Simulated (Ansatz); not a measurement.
# FeCo: the cost of one run

Method: DFT PBE, scalar-relativistic, in Ansatz 0.2.0.

### 1 Starting point

The structure is cubic, space group Pm-3m (No. 221). The conventional cell has a = 2.857 Å, b = 2.857 Å, c = 2.857 Å, α = 90.00°, β = 90.00°, γ = 90.00°. Fe (site symmetry m-3m) has 8 Co at 2.47 Å as nearest neighbours. Around Co (site symmetry m-3m) lie 8 Fe at 2.47 Å.

As a file:

```cif
data_structure
_symmetry_space_group_name_H-M 'P 1'
_symmetry_Int_Tables_number 1
_cell_length_a 2.8570
_cell_length_b 2.8570
_cell_length_c 2.8570
_cell_angle_alpha 90.000
_cell_angle_beta 90.000
_cell_angle_gamma 90.000
_cell_volume 23.32
loop_
_atom_site_label
_atom_site_type_symbol
_atom_site_fract_x
_atom_site_fract_y
_atom_site_fract_z
_atom_site_occupancy
Fe1 Fe 0.50000 0.50000 0.50000 1
Co1 Co 0.00000 0.00000 0.00000 1
```

The cell is a deposited one (Crystallography Open Database entry 9004229); the temperature and pressure of the measurement aren't taken into account, and nothing was relaxed.

Atoms are numbered in the order of the input: Fe1, Co2.

### 2 All-electron LAPW

input.yaml

```yaml
crystal:
  lattice:
    - [2.857, 0.0, 0.0]
    - [0.0, 2.857, 0.0]
    - [0.0, 0.0, 2.857]
  atoms:
    - { symbol: Fe, position: [0.5, 0.5, 0.5], spin: 3.0 }
    - { symbol: Co, position: [0.0, 0.0, 0.0], spin: 2.0 }
magnetization:
  spin_polarized: true
kpoints:
  mp_grid: { grid: [11, 11, 11] }
  band_path:
    path:
      - [0.0, 0.0, 0.0]
      - [0.0, 0.5, 0.0]
      - [0.5, 0.5, 0.0]
      - [0.0, 0.0, 0.0]
      - [0.5, 0.5, 0.5]
      - [0.0, 0.5, 0.0]
      - [0.5, 0.5, 0.5]
      - [0.5, 0.5, 0.0]
    npoints: 14
scf:
  occupations: { method: fermi_dirac, width: 0.05 }
hamiltonian:
  xc: pbe
  pseudopotentials: { kind: all_electron, lapw: { basis_error: 0.001 } }
output:
  forces: true
  stress: true
  eigenvalues: true
  populations: true
  dos: { projected: true, de: 0.2, e_range: [-14, 8] }
```

Started as:

```
ansatz run input.yaml --threads 1 --pin off --max-ram 3072MiB --backend cpu --events-out ev --progress --plain --runs-dir out
```

What time and memory should one allow on 1 thread of Arm Neoverse V1, shared host?

About 48 s, with a peak of 0.48 GiB.
